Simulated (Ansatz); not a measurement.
Write the native input for Ansatz 0.2.0 that does the following.

```yaml
Task: elastic constants
Functional: PBEsol
Potentials_or_basis: Ansatz PAW
Cutoff: "420 eV (not typed: the program's choice for these potentials)"
k_mesh: 10 × 10 × 6
Occupations: fixed
Spin: no spin polarisation
Atoms_under_strain: relaxed
```

The system is C.

```xyz
2
Lattice="2.1273 -1.2283 0.0000 2.1273 1.2283 0.0000 -1.3791 0.0000 3.5028" Properties=species:S:1:pos:R:3 pbc="T T T"
C    -0.6699    0.0000    3.5025
C     3.5455    0.0000    0.0003
```

This is a stacking variant of graphite.

One way to write it, as run:

input.yaml

```yaml
crystal:
  lattice:
    - [2.1273203072, -1.22828244, 0.0]
    - [2.1273203072, 1.22828244, 0.0]
    - [-1.3790696309, 0.0, 3.5028300786]
  atoms:
    - { symbol: C, position: [0.16664447, 0.16664447, 0.99990696] }
    - { symbol: C, position: [0.83335553, 0.83335553, 9.304e-05] }
hamiltonian:
  xc: pbesol
  pseudopotentials: { kind: paw }
kpoints:
  mp_grid: { grid: [10, 10, 6] }
scf:
  occupations: { method: fixed }
output:
  forces: true
  stress: true
elastic:
  mode: relaxed_ion
  stencil: two_point
```

Potentials or basis: Ansatz PAW.

Run with:

```console
$ ansatz run input.yaml --threads 2 --pin off --max-ram 5632MiB --backend cpu --events-out ev --progress --plain --runs-dir out
```

Results of the run:

```yaml
Pressure: 0.9 GPa
Band_gap_on_the_k_mesh: 1.37 eV, indirect (least direct gap 1.39 eV)
Voigt_bulk_modulus: 273 GPa
```

Caveat: the pressure holds a Pulay correction of +0.5 GPa for the finite cutoff; this functional lacks dispersion, which binds the layers, so the pressure and a relaxed spacing across them are unreliable; the PAW data sets come from PBE, with cores solved anew for the run's functional, which leaves a small shift of forces and pressure.

Run time: 19 s on 2 threads of Intel(R) Xeon(R) 6975P-C (Granite Rapids) (shared host), peak memory 0.42 GiB.
